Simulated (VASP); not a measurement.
# ZnAu: formation energy of a vacancy on the Au site, part 2 of 4

Aim: the formation energy and local structure of a vacancy on the Au site in ZnAu. The start is a cell from a database of measured crystal structures.

VASP 6.6.1, plane waves and PAW; the level of theory is named at each step.

So far. Step 2 (The host at zero pressure): The run ended after 4 ionic steps, 0.010 eV below its first step, once forces and stress met EDIFFG = -0.02.

## 3. The perfect supercell

Level of this step: SCAN; plane waves and PAW (Au, Zn) (VASP).

System of this step: ZnAu. Symmetry: Pm-3m, No. 221, cubic system. The conventional cell has a = 3.120 Å, b = 3.120 Å, c = 3.120 Å, α = 90.00°, β = 90.00°, γ = 90.00°. Nearest to Au lie 8 Zn at 2.70 Å. Zn has 8 Au at 2.70 Å nearest. Farther neighbours are not listed.

The same cell, mesh and cutoff without the defect give the energy to subtract and, in a gapped host, the band edges to count from, so that most errors cancel.

Input file INCAR:

```
SYSTEM = ZnAu
PREC = Normal
ENCUT = 300
EDIFF = 1E-05
NELM = 120
ISMEAR = 1
SIGMA = 0.2
LREAL = Auto
ALGO = Normal
METAGGA = SCAN
LASPH = .TRUE.
NBANDS = 216
LORBIT = 11
LWAVE = .FALSE.
LCHARG = .FALSE.
KPAR = 4
```

Input file POSCAR:

```
ZnAu
1.0
    0.0000000000      6.2407191408      6.2407191408
    6.2407191408      0.0000000000      6.2407191408
    6.2407191408      6.2407191408      0.0000000000
Au Zn
16 16
Direct
    0.0000000000      0.0000000000      0.0000000000
    0.5000000000      0.0000000000      0.0000000000
    0.0000000000      0.5000000000      0.0000000000
    0.0000000000      0.0000000000      0.5000000000
    0.2500000000      0.2500000000      0.2500000000
    0.5000000000      0.5000000000      0.0000000000
    0.5000000000      0.0000000000      0.5000000000
    0.7500000000      0.2500000000      0.2500000000
    0.0000000000      0.5000000000      0.5000000000
    0.2500000000      0.7500000000      0.2500000000
    0.2500000000      0.2500000000      0.7500000000
    0.5000000000      0.5000000000      0.5000000000
    0.7500000000      0.7500000000      0.2500000000
    0.7500000000      0.2500000000      0.7500000000
    0.2500000000      0.7500000000      0.7500000000
    0.7500000000      0.7500000000      0.7500000000
    0.1250000000      0.1250000000      0.1250000000
    0.6250000000      0.1250000000      0.1250000000
    0.1250000000      0.6250000000      0.1250000000
    0.1250000000      0.1250000000      0.6250000000
    0.3750000000      0.3750000000      0.3750000000
    0.6250000000      0.6250000000      0.1250000000
    0.6250000000      0.1250000000      0.6250000000
    0.8750000000      0.3750000000      0.3750000000
    0.1250000000      0.6250000000      0.6250000000
    0.3750000000      0.8750000000      0.3750000000
    0.3750000000      0.3750000000      0.8750000000
    0.6250000000      0.6250000000      0.6250000000
    0.8750000000      0.8750000000      0.3750000000
    0.8750000000      0.3750000000      0.8750000000
    0.3750000000      0.8750000000      0.8750000000
    0.8750000000      0.8750000000      0.8750000000
```

Input file KPOINTS:

```
Automatic mesh
0
Gamma
3 3 3
0 0 0
```

The projector-augmented-wave data sets are Au and Zn (PBE family, release 64).

Started as:

```
mpirun -np 4 vasp_std
```

The log of the run:

```text
[banner, memory and clock lines left out]
running    4 mpi-ranks, on    1 nodes
 distrk:  each k-point on    1 cores,    4 groups
 distr:  one band on    1 cores,    1 groups

 POSCAR found type information on POSCAR AuZn
 POSCAR found :  2 types and      32 ions
 [... a notice as in an earlier step ...]

 LDA part: xc-table for (None), standard interpolation
 POSCAR, INCAR and KPOINTS ok, starting setup
 FFT: planning ... GRIDC
 FFT: planning ... GRID_SOFT
 FFT: planning ... GRID
 WAVECAR not read
 entering main loop
       N       E                     dE             d eps       ncg     rms          rms(c)
DAV:   1     0.201368546154E+04    0.20137E+04   -0.11627E+05  1728   0.164E+03
DAV:   2    -0.928543550381E+03   -0.29422E+04   -0.28050E+04  1728   0.462E+02
DAV:   3    -0.141077198980E+04   -0.48223E+03   -0.44750E+03  1784   0.165E+02
DAV:   4    -0.143704374632E+04   -0.26272E+02   -0.25632E+02  1872   0.441E+01
DAV:   5    -0.143749818393E+04   -0.45444E+00   -0.45204E+00  1848   0.487E+00    0.415E+01
DAV:   6    -0.133146739892E+04    0.10603E+03   -0.12463E+02  1824   0.353E+01    0.254E+01
DAV:   7    -0.133120057519E+04    0.26682E+00   -0.62112E+00  1936   0.117E+01    0.142E+01
DAV:   8    -0.133155793523E+04   -0.35736E+00   -0.20684E+00  1800   0.488E+00    0.219E+00
DAV:   9    -0.133147760397E+04    0.80331E-01   -0.27828E-01  1968   0.229E+00    0.910E-01
DAV:  10    -0.133148617999E+04   -0.85760E-02   -0.75971E-02  1760   0.855E-01    0.262E-01
DAV:  11    -0.133149080370E+04   -0.46237E-02   -0.53134E-03  1808   0.194E-01    0.101E-01
DAV:  12    -0.133149111558E+04   -0.31188E-03   -0.43113E-04  1896   0.711E-02    0.246E-02
DAV:  13    -0.133149116225E+04   -0.46668E-04   -0.54244E-05  1560   0.281E-02    0.115E-02
DAV:  14    -0.133149104989E+04    0.11236E-03   -0.46105E-06   928   0.960E-03    0.382E-03
DAV:  15    -0.133149105992E+04   -0.10033E-04   -0.31150E-06   912   0.492E-03    0.135E-03
DAV:  16    -0.133149106853E+04   -0.86131E-05   -0.21000E-07   912   0.257E-03
   1 F= -.13314911E+04 E0= -.13314862E+04  d E =-.146109E-01
```

The job ended after 1.7 min (4 MPI ranks of AMD EPYC 9R45, shared host; peak memory 1.3 GiB; 6 min of CPU time).

From OUTCAR (step 3):

```text
  LATTYP: Found a face centered cubic cell.
 ALAT       =    12.4814382816

The static configuration has the point symmetry O_h .

 Found      4 irreducible k-points:

   k-points           NKPTS =      4   k-points in BZ     NKDIM =      4   number of bands    NBANDS=    216

   dimension x,y,z NGX =    40 NGY =   40 NGZ =   40
   dimension x,y,z NGXF=    80 NGYF=   80 NGZF=   80

   ENCUT  =  300.0 eV  22.05 Ry    4.70 a.u.  12.46 12.46 12.46*2*pi/ulx,y,z

   NELECT =     368.0000    total number of electrons

 E-fermi :   7.2470

 k-point     1 :       0.0000    0.0000    0.0000
  band No.  band energies     occupation
    ...
    177       4.9367      2.00000
    178       4.9367      2.00000
    179       4.9369      2.00000
    180       4.9369      2.00000
    181       4.9369      2.00000
    182       7.8209     -0.00038
    183       7.8209     -0.00038
    184       7.8209     -0.00038
    185       9.0593     -0.00000
    186      10.2511     -0.00000
    ...

 k-point     2 :       0.3333    0.0000    0.0000
  band No.  band energies     occupation
    ...
    177       5.1426      2.00000
    178       5.1429      2.00000
    179       6.1807      2.00000
    180       6.1807      2.00000
    181       6.1810      2.00000
    182       7.3371      0.31636
    183       7.3371      0.31636
    184       7.3374      0.31466
    185       7.4178     -0.00526
    186       8.2954     -0.00000
    ...

  Total        1.4229582      1.4229582      1.4229582     -0.0000000      0.0000000     -0.0000000
  in kB        4.6899564      4.6899564      4.6899564     -0.0000000      0.0000000     -0.0000000
  external PRESSURE =       4.6899564 kB  Pullay stress =       0.0000000 kB

  energy-cutoff  :      300.00
  volume of cell :      486.11
      direct lattice vectors                 reciprocal lattice vectors
     0.000000000  6.240719141  6.240719141    -0.080118972  0.080118972  0.080118972
     6.240719141  0.000000000  6.240719141     0.080118972 -0.080118972  0.080118972
     6.240719141  6.240719141  0.000000000     0.080118972  0.080118972 -0.080118972

 POSITION                                       TOTAL-FORCE (eV/Angst)
 -----------------------------------------------------------------------------------
      0.00000      0.00000      0.00000         0.000000      0.000000      0.000000
      0.00000      3.12036      3.12036        -0.000000     -0.000000     -0.000000
      3.12036      0.00000      3.12036        -0.000000     -0.000000     -0.000000
      3.12036      3.12036      0.00000        -0.000000     -0.000000     -0.000000
      3.12036      3.12036      3.12036        -0.000000      0.000000     -0.000000
      3.12036      3.12036      6.24072        -0.000000     -0.000000      0.000000
      3.12036      6.24072      3.12036        -0.000000     -0.000000      0.000000
      3.12036      6.24072      6.24072         0.000000      0.000000      0.000000
      6.24072      3.12036      3.12036         0.000000      0.000000      0.000000
      6.24072      3.12036      6.24072        -0.000000      0.000000      0.000000
      6.24072      6.24072      3.12036        -0.000000      0.000000      0.000000
      6.24072      6.24072      6.24072        -0.000000     -0.000000      0.000000
      6.24072      6.24072      9.36108         0.000000      0.000000      0.000000
      6.24072      9.36108      6.24072         0.000000      0.000000     -0.000000
      9.36108      6.24072      6.24072        -0.000000     -0.000000      0.000000
      9.36108      9.36108      9.36108         0.000000      0.000000     -0.000000
      1.56018      1.56018      1.56018         0.000000     -0.000000     -0.000000
      1.56018      4.68054      4.68054         0.000000      0.000000     -0.000000
      4.68054      1.56018      4.68054        -0.000000      0.000000     -0.000000
      4.68054      4.68054      1.56018         0.000000     -0.000000     -0.000000
      4.68054      4.68054      4.68054        -0.000000      0.000000     -0.000000
      4.68054      4.68054      7.80090        -0.000000      0.000000     -0.000000
      4.68054      7.80090      4.68054        -0.000000     -0.000000      0.000000
      4.68054      7.80090      7.80090        -0.000000      0.000000     -0.000000
      7.80090      4.68054      4.68054         0.000000     -0.000000      0.000000
      7.80090      4.68054      7.80090         0.000000     -0.000000     -0.000000
      7.80090      7.80090      4.68054        -0.000000      0.000000      0.000000
      7.80090      7.80090      7.80090         0.000000      0.000000      0.000000
      7.80090      7.80090     10.92126        -0.000000      0.000000      0.000000
      7.80090     10.92126      7.80090        -0.000000      0.000000      0.000000
     10.92126      7.80090      7.80090         0.000000     -0.000000      0.000000
     10.92126     10.92126     10.92126         0.000000     -0.000000      0.000000
 -----------------------------------------------------------------------------------
    total drift:                                0.000000     -0.000000     -0.000000

  FREE ENERGIE OF THE ION-ELECTRON SYSTEM (eV)
  ---------------------------------------------------
  free  energy   TOTEN  =     -1331.4910685345 eV

  energy  without entropy=    -1331.4764575855  energy(sigma->0) =    -1331.48619822

 total charge
# of ion       s       p       d       tot
------------------------------------------
    1        0.656   0.393   8.688   9.737
    2        0.656   0.393   8.688   9.737
    3        0.656   0.393   8.688   9.737
    4        0.656   0.393   8.688   9.737
    5        0.656   0.393   8.688   9.737
    6        0.656   0.393   8.688   9.737
    7        0.656   0.393   8.688   9.737
    8        0.656   0.393   8.688   9.737
    9        0.656   0.393   8.688   9.737
   10        0.656   0.393   8.688   9.737
   11        0.656   0.393   8.688   9.737
   12        0.656   0.393   8.688   9.737
   13        0.656   0.393   8.688   9.737
   14        0.656   0.393   8.688   9.737
   15        0.656   0.393   8.688   9.737
   16        0.656   0.393   8.688   9.737
   17        0.510   0.467   9.780  10.757
   18        0.510   0.467   9.780  10.757
   19        0.510   0.467   9.780  10.757
   20        0.510   0.467   9.780  10.757
   21        0.510   0.467   9.780  10.757
   22        0.510   0.467   9.780  10.757
   23        0.510   0.467   9.780  10.757
   24        0.510   0.467   9.780  10.757
   25        0.510   0.467   9.780  10.757
   26        0.510   0.467   9.780  10.757
   27        0.510   0.467   9.780  10.757
   28        0.510   0.467   9.780  10.757
   29        0.510   0.467   9.780  10.757
   30        0.510   0.467   9.780  10.757
   31        0.510   0.467   9.780  10.757
   32        0.510   0.467   9.780  10.757
--------------------------------------------------
tot         18.660  13.761 295.490 327.911

[... 1 part as in an earlier step ...]

[... 5 further parts left out ...]
```

The k-mesh is coarse for a metal.

Numbers from this step:

```
electronic cycles       : 16
electrons               : 368
free energy (TOTEN)     : -1331.4911 eV
energy at zero smearing : -1331.4862 eV
Fermi energy            : 7.247 eV
```

The host is treated as a metal, as its relaxation found a gap under 0.3 eV or none, and only the neutral defect is run.

## 4. Reference Au

This step: SCAN; plane waves and PAW (Au) (VASP 6.6.1).

System of this step: Au. The structure is cubic, space group Fm-3m (No. 225). Conventional cell: a = 4.080 Å, b = 4.080 Å, c = 4.080 Å, α = 90.00°, β = 90.00°, γ = 90.00°. Nearest to Au lie 12 Au at 2.88 Å.

The reference for Au is its crystal, relaxed at the cutoff of the large cell.

Input file INCAR:

```
SYSTEM = Au
PREC = Normal
ENCUT = 300
EDIFF = 1E-05
NELM = 120
ISMEAR = 1
SIGMA = 0.1
LREAL = Auto
ALGO = Normal
METAGGA = SCAN
LASPH = .TRUE.
NBANDS = 11
LORBIT = 11
LWAVE = .FALSE.
LCHARG = .FALSE.
KPAR = 4
IBRION = 2
NSW = 25
ISIF = 3
EDIFFG = -0.02
POTIM = 0.4
```

Input file POSCAR:

```
Au
1.0
    0.0000000000      2.0400000000      2.0400000000
    2.0400000000      0.0000000000      2.0400000000
    2.0400000000      2.0400000000      0.0000000000
Au
1
Direct
    0.0000000000      0.0000000000      0.0000000000
```

Input file KPOINTS:

```
Automatic mesh
0
Gamma
11 11 11
0 0 0
```

PAW data sets: Au (PBE family, release 64).

Started as:

```
mpirun -np 4 vasp_std
```

The log of the run:

```text
[banner, memory and clock lines left out]
running    4 mpi-ranks, on    1 nodes
 distrk:  each k-point on    1 cores,    4 groups
 distr:  one band on    1 cores,    1 groups

 POSCAR found type information on POSCAR Au
 POSCAR found :  1 types and       1 ions
|                                                                             |
|               ----> ADVICE to this user running VASP <----                  |
|                                                                             |
|     You have a (more or less) 'small supercell' and for smaller cells       |
|     it is recommended to use the reciprocal-space projection scheme!        |
|     The real-space optimization is not efficient for small cells and it     |
|     is also less accurate ...                                               |
|     Therefore, set LREAL=.FALSE. in the INCAR file.                         |
|                                                                             |

 [... a notice as in an earlier step ...]

 LDA part: xc-table for (None), standard interpolation
 POSCAR, INCAR and KPOINTS ok, starting setup
 FFT: planning ... GRIDC
 FFT: planning ... GRID_SOFT
 FFT: planning ... GRID
 WAVECAR not read
 entering main loop
       N       E                     dE             d eps       ncg     rms          rms(c)
DAV:   1    -0.448695207775E+02   -0.44870E+02   -0.42323E+03  1552   0.556E+02
DAV:   2    -0.741204283602E+02   -0.29251E+02   -0.27673E+02  1382   0.139E+02
DAV:   3    -0.743656023990E+02   -0.24517E+00   -0.24511E+00  1411   0.124E+01
DAV:   4    -0.743661062641E+02   -0.50387E-03   -0.50386E-03  1349   0.657E-01
DAV:   5    -0.743661087389E+02   -0.24748E-05   -0.24754E-05  1412   0.440E-02    0.103E+01
DAV:   6    -0.692364924830E+02    0.51296E+01   -0.61543E+00  1289   0.228E+01    0.657E+00
DAV:   7    -0.692262326122E+02    0.10260E-01   -0.12182E-01  1307   0.277E+00    0.380E+00
DAV:   8    -0.692218837767E+02    0.43488E-02   -0.10221E-02  1340   0.899E-01    0.179E-01
DAV:   9    -0.692210924721E+02    0.79130E-03   -0.20733E-03  1355   0.391E-01    0.490E-02
DAV:  10    -0.692211542757E+02   -0.61804E-04   -0.60654E-04  1301   0.231E-01    0.457E-02
DAV:  11    -0.692211660297E+02   -0.11754E-04   -0.98919E-05  1334   0.827E-02    0.135E-02
DAV:  12    -0.692211727309E+02   -0.67012E-05   -0.47819E-06   664   0.206E-02
   1 F= -.69221173E+02 E0= -.69221270E+02  d E =-.692212E+02
 curvature:   0.00 expect dE= 0.000E+00 dE for cont linesearch  0.000E+00
 trial: gam= 0.00000 g(F)=  0.123E-59 g(S)=  0.201E-03 ort = 0.000E+00 (trialstep = 0.100E+01)
 search vector abs. value=  0.201E-03
 bond charge predicted
       N       E                     dE             d eps       ncg     rms          rms(c)
DAV:   1    -0.692233471116E+02   -0.21811E-02   -0.48970E-02  1304   0.216E+00    0.297E-01
DAV:   2    -0.692213967985E+02    0.19503E-02   -0.72892E-03  1292   0.656E-01    0.112E-01
DAV:   3    -0.692212319825E+02    0.16482E-03   -0.32903E-04  1310   0.158E-01    0.840E-02
DAV:   4    -0.692211107414E+02    0.12124E-03   -0.99210E-05  1301   0.669E-02    0.143E-02
DAV:   5    -0.692211141488E+02   -0.34074E-05   -0.27153E-05   664   0.435E-02
   2 F= -.69221114E+02 E0= -.69221210E+02  d E =0.585821E-04
 trial-energy change:    0.000059  1 .order    0.000004   -0.000201    0.000208
 step:   0.3165(harm=  0.4911)  dis= 0.00000  next Energy=   -69.221203 (dE=-0.300E-04)
 bond charge predicted
       N       E                     dE             d eps       ncg     rms          rms(c)
DAV:   1    -0.692224003414E+02   -0.12896E-02   -0.23609E-02  1292   0.150E+00    0.205E-01
DAV:   2    -0.692211334350E+02    0.12669E-02   -0.35249E-03  1289   0.457E-01    0.751E-02
DAV:   3    -0.692211321586E+02    0.12764E-05   -0.14839E-04  1319   0.106E-01    0.560E-02
DAV:   4    -0.692212132014E+02   -0.81043E-04   -0.47298E-05  1295   0.465E-02    0.997E-03
DAV:   5    -0.692212047612E+02    0.84402E-05   -0.13194E-05   646   0.304E-02
   3 F= -.69221205E+02 E0= -.69221302E+02  d E =-.320303E-04
 curvature:  -0.22 expect dE=-0.161E-05 dE for cont linesearch -0.161E-05
 trial: gam= 0.00000 g(F)=  0.116E-60 g(S)=  0.744E-05 ort =-0.386E-04 (trialstep = 0.863E+00)
 search vector abs. value=  0.744E-05
 reached required accuracy - stopping structural energy minimisation
```

Run time: 7.8 s. Hardware: 4 MPI ranks; peak memory 0.31 GiB.

Parts of OUTCAR (step 4):

```text
  LATTYP: Found a face centered cubic cell.
 ALAT       =     4.0800000000

The static configuration has the point symmetry O_h .

 Found     56 irreducible k-points:

   k-points           NKPTS =     56   k-points in BZ     NKDIM =     56   number of bands    NBANDS=     11

   dimension x,y,z NGX =    12 NGY =   12 NGZ =   12
   dimension x,y,z NGXF=    24 NGYF=   24 NGZF=   24

   ENCUT  =  300.0 eV  22.05 Ry    4.70 a.u.   4.07  4.07  4.07*2*pi/ulx,y,z

   NELECT =      11.0000    total number of electrons

 E-fermi :   9.1585

 k-point     1 :       0.0000    0.0000    0.0000
  band No.  band energies     occupation
    ...
      2       4.3628      2.00000
      3       4.3628      2.00000
      4       4.3634      2.00000
      5       5.8853      2.00000
      6       5.8853      2.00000
      7      24.6639      0.00000
      8      28.6458      0.00000
      9      28.6470      0.00000
     10      28.6470      0.00000
     11      34.0119      0.00000

 k-point     2 :       0.0909    0.0000    0.0000
  band No.  band energies     occupation
    ...
      2       4.2705      2.00000
      3       4.4619      2.00000
      4       4.4626      2.00000
      5       5.8449      2.00000
      6       5.8451      2.00000
      7      24.9895      0.00000
      8      26.9797      0.00000
      9      28.9830      0.00000
     10      28.9841      0.00000
     11      34.5695      0.00000

  Total       -0.0080169     -0.0080169     -0.0080169      0.0000000     -0.0000000     -0.0000000
  in kB       -0.7553210     -0.7553210     -0.7553210      0.0000000     -0.0000000     -0.0000000
  external PRESSURE =      -0.7553210 kB  Pullay stress =       0.0000000 kB

  energy-cutoff  :      300.00
  volume of cell :       17.01
      direct lattice vectors                 reciprocal lattice vectors
    -0.000000000  2.041037278  2.041037278    -0.244973478  0.244973478  0.244973478
     2.041037278 -0.000000000  2.041037278     0.244973478 -0.244973478  0.244973478
     2.041037278  2.041037278 -0.000000000     0.244973478  0.244973478 -0.244973478

 POSITION                                       TOTAL-FORCE (eV/Angst)
 -----------------------------------------------------------------------------------
      0.00000      0.00000      0.00000         0.000000     -0.000000     -0.000000
 -----------------------------------------------------------------------------------
    total drift:                               -0.000000     -0.000000      0.000000

  FREE ENERGIE OF THE ION-ELECTRON SYSTEM (eV)
  ---------------------------------------------------
  free  energy   TOTEN  =       -69.2212047612 eV

  energy  without entropy=      -69.2214954134  energy(sigma->0) =      -69.22130165

 total charge
# of ion       s       p       d       tot
------------------------------------------
    1        0.550   0.333   8.755   9.638

[... 2 parts as in an earlier step ...]

[... 7 further parts left out ...]
```

CONTCAR:

```
Au
   1.00000000000000
    -0.0000000000000000    2.0410372778840800    2.0410372778840800
     2.0410372778840800   -0.0000000000000000    2.0410372778840800
     2.0410372778840800    2.0410372778840800   -0.0000000000000000
  Au
     1
Direct
     0.0000000000000000    0.0000000000000000    0.0000000000000000
```

Little changed from the start: no atom moved by 0.005 Å and no cell edge by 0.1 %.

Numbers from this step:

- electronic cycles: 22
- electrons: 11
- free energy (TOTEN): -69.2212 eV
- energy at zero smearing: -69.2213 eV
- Fermi energy: 9.159 eV

The run ended after 3 ionic steps, 0.000 eV below its first step, once forces and stress met EDIFFG = -0.02.

Energy at zero smearing: -69.22130 eV.

[end of part 2 of 4]

[Lines on the potential files, build, host, timing and source positions are cut from VASP's logs without a mark.]

[Logs are printed without paths, hosts, clocks, repeated set-up lines and the standing remarks that a program may print on its own settings, such as how far it seeks lower states.]

[Hosts, paths, dates, database ids (printed as entryN), source tags and the programs' standing remarks are cut or masked in the printed files.]

[In band tables of VASP the shares of atoms and orbitals are scaled to a sum of 1 inside the atoms' spheres.]

[Runs that stopped without an error message from VASP are left out.]
